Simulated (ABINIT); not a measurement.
TiAl in ABINIT: convergence with pawecutdg

Input of the first run (pawecutdg 18.5); the others differ in this setting and in those tied to it:

Contents of run.abi:

```
# Pseudopotentials
pp_dirpath "./"
pseudos "Ti.GGA_PBE-JTH.xml, Al.GGA_PBE-JTH.xml"

# Structure
acell 3.179064 3.179064 3.179064 Angstrom
rprim
     1.0000000000     0.0000000000     0.0000000000
     0.0000000000     1.0000000000     0.0000000000
     0.0000000000     0.0000000000     1.0000000000
ntypat 2
znucl 22 13
natom 2
typat 1 2
xred
     0.0000000000     0.0000000000     0.0000000000
     0.5000000000     0.5000000000     0.5000000000

# Plane-wave basis
ecut 489.804952 eV
pawecutdg 18.5

# k points
kptopt 1
ngkpt 8 8 8
nshiftk 1
shiftk 0.0 0.0 0.0

# Exchange and correlation
ixc -497498
usekden 1
pawxcdev 0

# Bands and occupations
nband 12
occopt 7
tsmear 0.05 eV

# SCF cycle
nstep 100
tolvrs 1.0e-7

# Output
iomode 3
prtwf 0
prtden 0
prteig 0
prtebands 0
enunit 1
```

Potentials or basis: JTH PAW PBE v2.0.

Command:

```console
$ abinit run.abi > log 2>&1
```

The cell comes from a database or a generator and needn't be the stable form of this composition.

Hardware: 1 thread of Arm Neoverse V2, on a shared host.

```
pawecutdg  energy less the tightest run, at zero smearing (meV/atom)  pressure (GPa)  SCF cycles  CPU time (s)  peak memory (GiB)
     18.5                                                     -88.88           -0.82           9            26                0.1
     21.6                                                    -146.66           -2.70           8            23                0.1
       27                                                     -64.17            6.33           8            23               0.11
     32.4                                                     -11.45            0.63           9            26               0.11
     39.6                                                     -16.10           -0.07           9            26               0.11
     48.6                                                      -2.24            0.07           9            26               0.12
     59.4                                                       0.00           -0.22           9            27               0.13
```

Not settled before the last step: the energy (to 1 meV/atom), the pressure (to 0.1 GPa). The tightest run that finished is the yardstick and may itself not be fully converged.

Caveat, for the tightest run too: the PAW data sets were made with another functional, which shifts forces and pressure a little.
